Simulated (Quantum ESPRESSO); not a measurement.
# Ta (Im-3m) in Quantum ESPRESSO: settings compared, part 3 of 4

Quantum ESPRESSO 7.5.

## 4. Phonon dispersion, PBE

File pw.in:

```
&CONTROL
  calculation = 'scf'
  prefix = 'pwscf'
  outdir = './tmp'
  pseudo_dir = './pseudo'
  tprnfor = .true.
  tstress = .true.
  disk_io = 'low'
/
&SYSTEM
  ibrav = 0
  A = 2.86010086
  nat = 1
  ntyp = 1
  ecutwfc = 58
  nbnd = 12
  occupations = 'smearing'
  smearing = 'mv'
  degauss = 0.01469973
/
&ELECTRONS
  conv_thr = 2d-10
  electron_maxstep = 120
  mixing_beta = 0.5
/
ATOMIC_SPECIES
Ta   180.9479 Ta.upf
CELL_PARAMETERS alat
  -0.5773502687    0.5773502687    0.5773502687
   0.5773502687   -0.5773502687    0.5773502687
   0.5773502687    0.5773502687   -0.5773502687
ATOMIC_POSITIONS alat
Ta     0.0000000000    0.0000000000    0.0000000000
K_POINTS automatic
10 10 10 0 0 0
```

File relax.in:

```
&CONTROL
  calculation = 'vc-relax'
  prefix = 'pwscf'
  outdir = './tmp'
  pseudo_dir = './pseudo'
  tprnfor = .true.
  tstress = .true.
  disk_io = 'low'
  nstep = 40
  forc_conv_thr = 0.0001
  etot_conv_thr = 1d-06
/
&SYSTEM
  ibrav = 0
  A = 2.86010086
  nat = 1
  ntyp = 1
  ecutwfc = 58
  nbnd = 12
  occupations = 'smearing'
  smearing = 'mv'
  degauss = 0.01469973
/
&ELECTRONS
  conv_thr = 2d-10
  electron_maxstep = 120
  mixing_beta = 0.5
/
&IONS
  ion_dynamics = 'bfgs'
/
&CELL
  cell_dynamics = 'bfgs'
  press = 0
  press_conv_thr = 0.2
/
ATOMIC_SPECIES
Ta   180.9479 Ta.upf
CELL_PARAMETERS alat
  -0.5773502687    0.5773502687    0.5773502687
   0.5773502687   -0.5773502687    0.5773502687
   0.5773502687    0.5773502687   -0.5773502687
ATOMIC_POSITIONS alat
Ta     0.0000000000    0.0000000000    0.0000000000
K_POINTS automatic
10 10 10 0 0 0
```

File scf2.in:

```
&CONTROL
  calculation = 'scf'
  prefix = 'pwscf'
  outdir = './tmp'
  pseudo_dir = './pseudo'
  tprnfor = .true.
  tstress = .true.
  disk_io = 'low'
/
&SYSTEM
  ibrav = 0
  A = 2.87970456
  nat = 1
  ntyp = 1
  ecutwfc = 58
  nbnd = 12
  occupations = 'smearing'
  smearing = 'mv'
  degauss = 0.01469973
/
&ELECTRONS
  conv_thr = 1d-13
  electron_maxstep = 120
  mixing_beta = 0.5
  startingpot = 'file'
  startingwfc = 'file'
/
ATOMIC_SPECIES
Ta   180.9479 Ta.upf
CELL_PARAMETERS alat
  -0.5773502684    0.5773502684    0.5773502684
   0.5773502684   -0.5773502684    0.5773502684
   0.5773502684    0.5773502684   -0.5773502684
ATOMIC_POSITIONS alat
Ta     0.0000000000    0.0000000000    0.0000000000
K_POINTS automatic
10 10 10 0 0 0
```

File ph.in:

```
phonon_bands of Ta
&INPUTPH
  prefix = 'pwscf'
  outdir = './tmp'
  tr2_ph = 1d-18
  fildyn = 'dyn'
  niter_ph = 90
  alpha_mix(1) = 0.4
  ldisp = .true.
  nq1 = 2
  nq2 = 2
  nq3 = 2
/
```

File q2r.in:

```
&INPUT
  fildyn = 'dyn'
  zasr = 'crystal'
  flfrc = 'fc'
/
```

File matdyn.in:

```
&INPUT
  asr = 'crystal'
  flfrc = 'fc'
  flfrq = 'freq'
  q_in_cryst_coord = .true.
  flvec = ' '
/
80
 0.0000000000  0.0000000000  0.0000000000
 0.0312500000 -0.0312500000  0.0312500000
 0.0625000000 -0.0625000000  0.0625000000
 0.0937500000 -0.0937500000  0.0937500000
 0.1250000000 -0.1250000000  0.1250000000
 0.1562500000 -0.1562500000  0.1562500000
 0.1875000000 -0.1875000000  0.1875000000
 0.2187500000 -0.2187500000  0.2187500000
 0.2500000000 -0.2500000000  0.2500000000
 0.2812500000 -0.2812500000  0.2812500000
 0.3125000000 -0.3125000000  0.3125000000
 0.3437500000 -0.3437500000  0.3437500000
 0.3750000000 -0.3750000000  0.3750000000
 0.4062500000 -0.4062500000  0.4062500000
 0.4375000000 -0.4375000000  0.4375000000
 0.4687500000 -0.4687500000  0.4687500000
 0.5000000000 -0.5000000000  0.5000000000
 0.4545454545 -0.4545454545  0.5000000000
 0.4090909091 -0.4090909091  0.5000000000
 0.3636363636 -0.3636363636  0.5000000000
 0.3181818182 -0.3181818182  0.5000000000
 0.2727272727 -0.2727272727  0.5000000000
 0.2272727273 -0.2272727273  0.5000000000
 0.1818181818 -0.1818181818  0.5000000000
 0.1363636364 -0.1363636364  0.5000000000
 0.0909090909 -0.0909090909  0.5000000000
 0.0454545455 -0.0454545455  0.5000000000
 0.0000000000  0.0000000000  0.5000000000
 0.0000000000  0.0000000000  0.4583333333
 0.0000000000  0.0000000000  0.4166666667
 0.0000000000  0.0000000000  0.3750000000
 0.0000000000  0.0000000000  0.3333333333
 0.0000000000  0.0000000000  0.2916666667
 0.0000000000  0.0000000000  0.2500000000
 0.0000000000  0.0000000000  0.2083333333
 0.0000000000  0.0000000000  0.1666666667
 0.0000000000  0.0000000000  0.1250000000
 0.0000000000  0.0000000000  0.0833333333
 0.0000000000  0.0000000000  0.0416666667
 0.0000000000  0.0000000000  0.0000000000
 0.0166666667  0.0166666667  0.0166666667
 0.0333333333  0.0333333333  0.0333333333
 0.0500000000  0.0500000000  0.0500000000
 0.0666666667  0.0666666667  0.0666666667
 0.0833333333  0.0833333333  0.0833333333
 0.1000000000  0.1000000000  0.1000000000
 0.1166666667  0.1166666667  0.1166666667
 0.1333333333  0.1333333333  0.1333333333
 0.1500000000  0.1500000000  0.1500000000
 0.1666666667  0.1666666667  0.1666666667
 0.1833333333  0.1833333333  0.1833333333
 0.2000000000  0.2000000000  0.2000000000
 0.2166666667  0.2166666667  0.2166666667
 0.2333333333  0.2333333333  0.2333333333
 0.2500000000  0.2500000000  0.2500000000
 0.2666666667  0.2000000000  0.2666666667
 0.2833333333  0.1500000000  0.2833333333
 0.3000000000  0.1000000000  0.3000000000
 0.3166666667  0.0500000000  0.3166666667
 0.3333333333  0.0000000000  0.3333333333
 0.3500000000 -0.0500000000  0.3500000000
 0.3666666667 -0.1000000000  0.3666666667
 0.3833333333 -0.1500000000  0.3833333333
 0.4000000000 -0.2000000000  0.4000000000
 0.4166666667 -0.2500000000  0.4166666667
 0.4333333333 -0.3000000000  0.4333333333
 0.4500000000 -0.3500000000  0.4500000000
 0.4666666667 -0.4000000000  0.4666666667
 0.4833333333 -0.4500000000  0.4833333333
 0.5000000000 -0.5000000000  0.5000000000
 0.2500000000  0.2500000000  0.2500000000
 0.2222222222  0.2222222222  0.2777777778
 0.1944444444  0.1944444444  0.3055555556
 0.1666666667  0.1666666667  0.3333333333
 0.1388888889  0.1388888889  0.3611111111
 0.1111111111  0.1111111111  0.3888888889
 0.0833333333  0.0833333333  0.4166666667
 0.0555555556  0.0555555556  0.4444444444
 0.0277777778  0.0277777778  0.4722222222
 0.0000000000  0.0000000000  0.5000000000
```

File matdyn_dos.in:

```
&INPUT
  asr = 'crystal'
  flfrc = 'fc'
  dos = .true.
  fldos = 'phdos'
  nk1 = 15
  nk2 = 15
  nk3 = 15
  deltaE = 0.5
  flvec = ' '
  flfrq = ' '
/
```

File matdyn_mesh.in:

```
&INPUT
  asr = 'crystal'
  flfrc = 'fc'
  flfrq = 'mesh'
  q_in_cryst_coord = .true.
  flvec = ' '
/
1000
 0.05000000  0.05000000  0.05000000
 0.05000000  0.05000000  0.15000000
 0.05000000  0.05000000  0.25000000
[... 997 further points of the even 10 x 10 x 10 mesh, shifted by half a step ...]
```

Potentials or basis: PseudoDojo 0.4.1 SR PBE standard.

Launch:

```sh
$ OMP_NUM_THREADS=1 pw.x -in pw.in > pw.out
$ OMP_NUM_THREADS=1 pw.x -in relax.in > relax.out
$ OMP_NUM_THREADS=1 pw.x -in scf2.in > scf2.out
$ OMP_NUM_THREADS=1 ph.x -in ph.in > ph.out
$ OMP_NUM_THREADS=1 q2r.x -in q2r.in > q2r.out
$ OMP_NUM_THREADS=1 matdyn.x -in matdyn.in > matdyn.out
$ OMP_NUM_THREADS=1 matdyn.x -in matdyn_dos.in > matdyn_dos.out
$ OMP_NUM_THREADS=1 matdyn.x -in matdyn_mesh.in > matdyn_mesh.out
```

pw.out:

```text
This program is part of the open-source Quantum ESPRESSO suite
     for quantum simulation of materials; please cite
[... 9 lines left out ...]
     --------------------
     sticks:   dense  smooth     PW     G-vecs:    dense   smooth      PW
     Sum         507     507    197                 7155     7155    1721

     Using Slab Decomposition

     bravais-lattice index     =            0
     lattice parameter (alat)  =       5.4048  a.u.
     unit-cell volume          =     121.5399 (a.u.)^3
     number of atoms/cell      =            1
     number of atomic types    =            1
     number of electrons       =        13.00
     number of Kohn-Sham states=           12
     kinetic-energy cutoff     =      58.0000  Ry
     charge density cutoff     =     232.0000  Ry
     scf convergence threshold =      2.0E-10
     mixing beta               =       0.5000
     number of iterations used =            8  plain     mixing
     Exchange-correlation= PBE
                           (   1   4   3   4   0   0   0)

     celldm(1)=   5.404807  celldm(2)=   0.000000  celldm(3)=   0.000000
     celldm(4)=   0.000000  celldm(5)=   0.000000  celldm(6)=   0.000000

     crystal axes: (cart. coord. in units of alat)
               a(1) = (  -0.577350   0.577350   0.577350 )
               a(2) = (   0.577350  -0.577350   0.577350 )
               a(3) = (   0.577350   0.577350  -0.577350 )

     reciprocal axes: (cart. coord. in units 2 pi/alat)
               b(1) = (  0.000000  0.866025  0.866025 )
               b(2) = (  0.866025  0.000000  0.866025 )
               b(3) = (  0.866025  0.866025  0.000000 )

     PseudoPot. # 1 for Ta read from file:
     Ta.upf
     Pseudo is Norm-conserving + core correction, Zval = 13.0
     Generated using ONCVPSP code by D. R. Hamann
     Using radial grid of 1450 points,  8 beta functions with:
                l(1) =   0
                l(2) =   0
                l(3) =   1
                l(4) =   1
                l(5) =   2
                l(6) =   2
                l(7) =   3
                l(8) =   3

     atomic species   valence    mass     pseudopotential
     Ta               13.00   180.94790     Ta( 1.00)

     48 Sym. Ops., with inversion, found

   Cartesian axes

     site n.     atom                  positions (alat units)
         1        Ta     tau(   1) = (   0.0000000   0.0000000   0.0000000  )

     number of k points=    47  Marzari-Vanderbilt smearing, width (Ry)=  0.0147
                       cart. coord. in units 2pi/alat
        k(    1) = (   0.0000000   0.0000000   0.0000000), wk =   0.0020000
        k(    2) = (   0.0866025   0.0866025   0.0000000), wk =   0.0240000
        k(    3) = (   0.1732051   0.1732051   0.0000000), wk =   0.0240000
        k(    4) = (   0.2598076   0.2598076   0.0000000), wk =   0.0240000
        k(    5) = (   0.3464102   0.3464102   0.0000000), wk =   0.0240000
        k(    6) = (  -0.4330127  -0.4330127   0.0000000), wk =   0.0120000
[... 39 lines left out ...]
        k(   46) = (  -0.8660254  -0.0866025  -0.0866025), wk =   0.0240000
        k(   47) = (  -0.8660254  -0.8660254  -0.8660254), wk =   0.0020000

     Dense  grid:     7155 G-vectors     FFT dimensions: (  27,  27,  27)

     Initial potential from superposition of free atoms

     starting charge      12.9991, renormalised to      13.0000
     Starting wfcs are   10 randomized atomic wfcs +    2 random wfcs

     Self-consistent Calculation

     iteration #  1     ecut=    58.00 Ry     beta= 0.50
     Davidson diagonalization with overlap
     ethr =  1.00E-02,  avg # of iterations =  3.5

     Threshold (ethr) on eigenvalues was too large:
     Diagonalizing with lowered threshold

     Davidson diagonalization with overlap
     ethr =  1.87E-04,  avg # of iterations =  2.0

     total energy              =    -130.20448203 Ry
     estimated scf accuracy    <       0.02531740 Ry

     iteration #  2     ecut=    58.00 Ry     beta= 0.50
     Davidson diagonalization with overlap
     ethr =  1.95E-04,  avg # of iterations =  1.8
[... 29 lines left out ...]
     total energy              =    -130.20673475 Ry
     estimated scf accuracy    <          2.8E-09 Ry

     iteration #  7     ecut=    58.00 Ry     beta= 0.50
     Davidson diagonalization with overlap
     ethr =  2.18E-11,  avg # of iterations =  2.0

     End of self-consistent calculation

          k = 0.0000 0.0000 0.0000 (   935 PWs)   bands (ev):

   -48.7214 -14.6329 -14.6329 -14.6329  10.5439  19.1739  19.1739  19.1739
    22.4524  22.4524  33.0530  33.0530

          k = 0.0866 0.0866 0.0000 (   935 PWs)   bands (ev):

   -48.7104 -14.7537 -14.6703 -14.6335  10.9820  18.8945  19.0722  19.6088
    22.0497  22.4560  33.4256  33.8113
[... 8 lines left out ...]
   -48.6461 -15.4219 -14.8841 -14.6375  13.4410  17.5612  18.3012  22.0690
    22.7825  22.8021  32.5019  33.7651

          k = 0.3464 0.3464 0.0000 (   904 PWs)   bands (ev):

   -48.6171 -15.7018 -14.9768 -14.6394  14.0245  17.0757  19.1403  22.3964
    23.1559  25.0109  30.8540  31.2522

          k =-0.4330-0.4330 0.0000 (   886 PWs)   bands (ev):

   -48.6060 -15.8060 -15.0118 -14.6401  14.0756  16.9029  20.0349  22.3313
    23.3617  26.2395  30.1622  30.1696

          k = 0.1732 0.0866 0.0866 (   920 PWs)   bands (ev):

   -48.6906 -14.9648 -14.7125 -14.6623  11.7908  18.5341  18.6293  20.5257
    21.5789  22.6416  34.0380  34.9201

          k = 0.2598 0.1732 0.0866 (   913 PWs)   bands (ev):
[... 71 lines left out ...]
   -48.6718 -15.0618 -14.8066 -14.7284  12.5364  18.6122  18.7074  20.4946
    20.7182  23.2586  34.3683  35.6916

          k = 0.5196 0.3464 0.3464 (   910 PWs)   bands (ev):

   -48.5975 -15.3824 -15.3824 -14.8869  16.1815  17.5244  17.5244  23.3021
    23.3021  26.3643  30.4935  30.4935

          k =-0.0000-0.1732 0.3464 (   910 PWs)   bands (ev):

   -48.6370 -15.4054 -14.9256 -14.7263  13.8299  17.9736  18.0679  21.0052
    22.6501  23.4182  32.2708  34.9309

          k = 0.0866-0.0866 0.3464 (   912 PWs)   bands (ev):

   -48.6412 -15.2916 -14.9220 -14.7882  13.7640  17.9399  18.5606  20.2847
    22.0313  23.5418  32.8198  36.1565

          k = 0.0000-0.2598 0.4330 (   910 PWs)   bands (ev):
[... 36 lines left out ...]
   -48.5991 -15.4052 -15.2050 -15.0444  16.8021  16.9168  17.7103  23.4052
    23.5184  25.9746  30.0937  31.7081

          k = 0.0000 0.0000 0.3464 (   907 PWs)   bands (ev):

   -48.6456 -15.1216 -14.9090 -14.9090  13.5719  18.6634  19.2807  19.2807
    20.7933  23.6355  33.4037  37.1376

          k =-0.0000-0.0866 0.4330 (   906 PWs)   bands (ev):

   -48.6131 -15.3671 -15.0327 -14.9479  14.7614  17.4292  19.1122  20.0526
    22.3524  23.5377  32.5365  36.9581

          k = 0.0000-0.1732 0.5196 (   915 PWs)   bands (ev):

   -48.5867 -15.5978 -15.1307 -14.9379  15.3266  17.0764  18.7675  20.4223
    24.3514  24.5695  31.3758  34.8072

          k = 0.0866-0.0866 0.5196 (   905 PWs)   bands (ev):
[... 11 lines left out ...]
   -48.5674 -15.5936 -15.2959 -14.9951  15.7829  16.5023  18.6359  21.2579
    24.1362  27.0028  29.7069  32.5690

          k =-0.6928-0.1732-0.1732 (   910 PWs)   bands (ev):

   -48.5601 -15.4849 -15.4849 -14.9976  16.1586  16.1586  18.1562  23.1498
    23.1498  28.2178  30.0164  30.0164

          k =-0.0000-0.0000 0.5196 (   912 PWs)   bands (ev):

   -48.5834 -15.3682 -15.1622 -15.1622  15.5307  16.5130  20.3865  20.3865
    22.5695  23.2567  33.7452  35.5409

          k = 0.0000-0.0866 0.6062 (   905 PWs)   bands (ev):

   -48.5593 -15.5046 -15.2646 -15.1918  15.6522  15.8998  20.6735  20.8542
    24.2617  24.4515  31.8577  32.9432

          k =-0.8660-0.1732-0.1732 (   908 PWs)   bands (ev):
[... 16 lines left out ...]
   -48.5286 -15.4855 -15.4102 -15.3774  14.9039  14.9719  23.1612  23.1614
    25.3593  27.0037  28.1780  29.0670

          k =-0.8660-0.8660-0.8660 (   904 PWs)   bands (ev):

   -48.5204 -15.4505 -15.4505 -15.4505  14.6516  14.6516  25.2743  25.2743
    25.2743  27.0364  27.0364  27.0364

     the Fermi energy is    18.4301 ev

!    total energy              =    -130.20673475 Ry
     estimated scf accuracy    <          2.6E-11 Ry
     smearing contrib. (-TS)   =       0.00082777 Ry
     internal energy E=F+TS    =    -130.20756252 Ry

     The total energy is F=E-TS. E is the sum of the following terms:
     one-electron contribution =     -16.67062330 Ry
     hartree contribution      =      14.62725445 Ry
     xc contribution           =     -29.61637020 Ry
     ewald contribution        =     -98.54782347 Ry

     convergence has been achieved in   7 iterations

     Forces acting on atoms (cartesian axes, Ry/au):

     atom    1 type  1   force =     0.00000000    0.00000000    0.00000000

     Total force =     0.000000     Total SCF correction =     0.000000

     Computing stress (Cartesian axis) and pressure

          total   stress  (Ry/bohr**3)                   (kbar)     P=       43.64
   0.00029666  -0.00000000  -0.00000000           43.64       -0.00       -0.00
  -0.00000000   0.00029666  -0.00000000           -0.00       43.64       -0.00
  -0.00000000  -0.00000000   0.00029666           -0.00       -0.00       43.64

=------------------------------------------------------------------------------=
   JOB DONE.
=------------------------------------------------------------------------------=
```

It took 6.8 min on 1 thread of Arm Neoverse V1, shared host; peak memory 0.09 GiB.

Results:

```yaml
Free_energy: -1771.5579 eV
Relaxed_volume: 18.38 Å³/atom
Relaxed_cell: a = 2.880 Å, b = 2.880 Å, c = 2.880 Å, α = 109.47°, β = 109.47°, γ = 109.47°
Space_group_after_relaxing_to_0.05_Å: Im-3m (No. 229)
Pressure_after_relaxing: 0.0 GPa
Band_gap_on_the_k_mesh: none (metal or under the smearing width)
Highest_phonon_frequency: 148 cm⁻¹
Zero-point_energy: 0.021 eV/atom
```

Step by step:
```csv
step,energy change (eV),largest force (eV/Å),pressure (GPa),volume (Å³)
1,0.0000,0.0000,4.36,18.01
2,-0.0050,0.0000,-0.34,18.41
3,-0.0050,0.0000,-0.01,18.38
4,-0.0050,0.0000,0.00,18.38
```

Final structure:
```xyz
1
Lattice="-1.6626 1.6626 1.6626 1.6626 -1.6626 1.6626 1.6626 1.6626 -1.6626" Properties=species:S:1:pos:R:3 pbc="T T T"
Ta    0.0000    0.0000    0.0000
```

Phonon frequencies in cm⁻¹ (negative: imaginary):
```
               q point  frequencies
 (0.000, 0.000, 0.000)        0 0 0
(0.219, -0.219, 0.219)   63 118 118
(0.438, -0.438, 0.438)  143 148 148
(0.273, -0.273, 0.500)  125 138 148
 (0.000, 0.000, 0.458)   84 123 146
 (0.000, 0.000, 0.167)     42 62 73
 (0.050, 0.050, 0.050)     41 41 53
 (0.167, 0.167, 0.167)  111 111 130
 (0.283, 0.150, 0.283)  121 131 131
(0.400, -0.200, 0.400)  128 141 141
 (0.250, 0.250, 0.250)  129 129 129
 (0.056, 0.056, 0.444)   89 126 145
```

Phonon frequencies at the corners of the path (cm⁻¹, interpolated; i marks imaginary ones):
```csv
point,frequencies
Γ,0 0 0
H,148 148 148
N,84 124 147
P,129 129 129
```

Phonon states per cell in windows of 10 cm⁻¹ (negative: imaginary):
| from (cm⁻¹) | total |
| --- | --- |
| 0 | 0.00 |
| 10 | 0.00 |
| 20 | 0.01 |
| 30 | 0.02 |
| 40 | 0.04 |
| 50 | 0.06 |
| 60 | 0.08 |
| 70 | 0.12 |
| 80 | 0.21 |
| 90 | 0.25 |
| 100 | 0.29 |
| 110 | 0.33 |
| 120 | 0.49 |
| 130 | 0.65 |
| 140 | 0.44 |

Harmonic thermodynamics per atom at this volume (zero-point energy 21.3 meV, Debye temperature from the second moment 218 K):
```tsv
T (K)	free energy (meV)	entropy (k_B)	heat capacity Cv (k_B)
50	20.5	0.63	1.34
100	14.9	1.95	2.39
200	-10.6	3.79	2.83
298.15	-47.8	4.94	2.92
500	-148.1	6.47	2.97
800	-334.7	7.87	2.99
```

Caveat: the mesh is thin for the phonons of a metal; the q mesh is small, so phonon branches between its points and thermal values are rough.

[end of part 3 of 4]
